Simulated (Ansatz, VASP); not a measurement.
This is a calculation of W for VASP 6.6.1.

The input INCAR:

```
SYSTEM = W
PREC = Accurate
ENCUT = 600
EDIFF = 1E-7
ISMEAR = -1
SIGMA = 0.05
LREAL = .FALSE.
LASPH = .TRUE.
NELM = 60
ALGO = Normal
ISIF = 3
LWAVE = .FALSE.
LCHARG = .FALSE.
IBRION = 2
NSW = 80
EDIFFG = -0.005
```

The input KPOINTS:

```
Automatic mesh
0
G
  12 12 12
  0 0 0
```

File POSCAR:

```
W
1.0
   -1.5823450000      1.5823450000      1.5823450000
    1.5823450000     -1.5823450000      1.5823450000
    1.5823450000      1.5823450000     -1.5823450000
W
1
Direct
    0.0000000000      0.0000000000      0.0000000000
```

Potentials or basis: VASP PAW LDA potentials, release 64 (W_sv).

Command:

```sh
$ cat potpaw_LDA.64/W_sv/POTCAR > POTCAR
$ mpirun -np 1 vasp_std > vasp.out
```

Task: Set up the same calculation for Ansatz 0.2.0. Potentials there: all-electron LAPW, scalar-relativistic.

Result: As run (the cutoff follows the program's own potentials):

input.yaml

```yaml
crystal:
  lattice:
    - [-1.582345, 1.582345, 1.582345]
    - [1.582345, -1.582345, 1.582345]
    - [1.582345, 1.582345, -1.582345]
  atoms:
    - { symbol: W, position: [0.0, 0.0, 0.0] }
kpoints:
  mp_grid: { grid: [12, 12, 12] }
scf:
  occupations: { method: fermi_dirac, width: 0.05 }
hamiltonian:
  xc: lda
  pseudopotentials: { kind: all_electron, lapw: { basis_error: 0.001 } }
output:
  forces: true
  stress: true
relax:
  f_tol: 0.005
  max_steps: 60
  cell: {}
```

Potentials or basis: all-electron LAPW, scalar-relativistic.

Launch:

```console
$ ansatz run input.yaml --threads 1 --pin off --max-ram 3072MiB --backend cpu --events-out ev --progress --plain --runs-dir out
```

Both were run:

|  | VASP | Ansatz | Ansatz less VASP |
| --- | --- | --- | --- |
| relaxed volume (Å³/atom) | 15.49 | 15.40 | -0.093 |
| relaxed cell length with the largest relative difference (Å) | 2.720 | 2.714 | -0.0055 |
| energy change over the relaxation (meV/atom) | -8 | -13 | -4.6 |

Ansatz ran all-electron here, so the differences hold the error of VASP's frozen core and of both bases.

Spin-orbit coupling is left out, which matters for the levels of W. LDA usually gives volumes a few per cent too small. Zero-point motion and thermal expansion aren't in these numbers.
